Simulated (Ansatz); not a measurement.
From input file to script: KF, space group Pm-3m in Ansatz 0.2.0.

```yaml
crystal:
  lattice:
    - [3.258955, 0.0, 0.0]
    - [0.0, 3.258955, 0.0]
    - [0.0, 0.0, 3.258955]
  atoms:
    - { symbol: K, position: [0.0, 0.0, 0.0] }
    - { symbol: F, position: [0.5, 0.5, 0.5] }
basis:
  ecutwfc: 476.19925930478996
kpoints:
  mp_grid:
    grid: [5, 5, 5]
hamiltonian:
  xc: lda
scf:
  occupations:
    method: fixed
output:
  optics:
    de: 0.05
    sigma: 0.2
    scissors: 0.5
    nscf_kmesh:
      grid: [7, 7, 7]
```

`run_optics.py`:
```python
# -*- coding: utf-8 -*-
'''Dielectric function of KF against photon energy.'''

import ansatz
import numpy as np

vectors = np.array([
    [3.258955, 0.0, 0.0],
    [0.0, 3.258955, 0.0],
    [0.0, 0.0, 3.258955],
])
cell = (
    ansatz.Lattice.of(vectors)
    .atom('K', [0.0, 0.0, 0.0])
    .atom('F', [0.5, 0.5, 0.5])
)

model = (
    cell.calculation()
    .functional(ansatz.Functional.LDA)
    .basis(35 * ansatz.Ry)
    .kpoints(length=16)
    .occupations('fixed')
    .optics(energy_step=0.05, nscf_kmesh=(7, 7, 7), broadening_width=0.2, scissors=0.5)
)
result = model.run(threads=1, pin='off')
spectra = result.optics()
energy, filling = np.asarray(spectra.photon_energy_ev), spectra.band_filling
gapped = filling.kind == 'insulating'
eps1 = np.asarray(filling.eps1 if gapped else filling.eps1_interband)[:3].mean(axis=0)
eps2 = np.asarray(filling.eps2 if gapped else filling.eps2_interband)[:3].mean(axis=0)
print('filling:', filling.kind, '- valid up to', round(spectra.valid_up_to_ev, 2), 'eV,', spectra.n_bands, 'bands')
top = min(8, spectra.valid_up_to_ev)
# mean of xx, yy and zz; between bands only where the bands are partly filled
print('E (eV)    eps1      eps2')
for e in np.arange(0.5, top + 0.01, 0.5):
    print(f'{e:5.1f} {np.interp(e, energy, eps1):9.3f} {np.interp(e, energy, eps2):9.3f}')
if gapped:
    print('eps_inf, bands beyond those summed included:', np.round(filling.eps_inf[:3], 3))
print('f-sum electrons:', np.round(filling.get('f_sum_n_eff'), 3))
```

```console
$ python run_optics.py
filling: insulating - valid up to 11.1 eV, 12 bands
E (eV)    eps1      eps2
  0.5     1.817     0.000
  1.0     1.822     0.000
  1.5     1.830     0.000
  2.0     1.841     0.000
  2.5     1.856     0.000
  3.0     1.876     0.000
  3.5     1.902     0.000
  4.0     1.935     0.000
  4.5     1.977     0.000
  5.0     2.032     0.000
  5.5     2.108     0.000
  6.0     2.226     0.000
  6.5     2.479     0.103
  7.0     2.489     0.371
  7.5     2.479     0.480
  8.0     2.546     0.555
eps_inf, bands beyond those summed included: [2.274 2.274 2.274]
f-sum electrons: [4.519 4.519 4.519]
```

Reading the output:
- The empty bands are shifted up by the scissors value typed.
- This cell is a computed structure, which may not be the phase found in nature.
- Independent-particle spectra on Kohn-Sham bands hold no excitons, and semilocal gaps are too small.
- Timing: 6.7 s on 1 thread of Arm Neoverse V1, on a shared host, peak memory 0.38 GiB.

(A comment or docstring line of the script was reworded after the run, the code is as it ran; lines on the test bed's own set-up are left out of the output.)
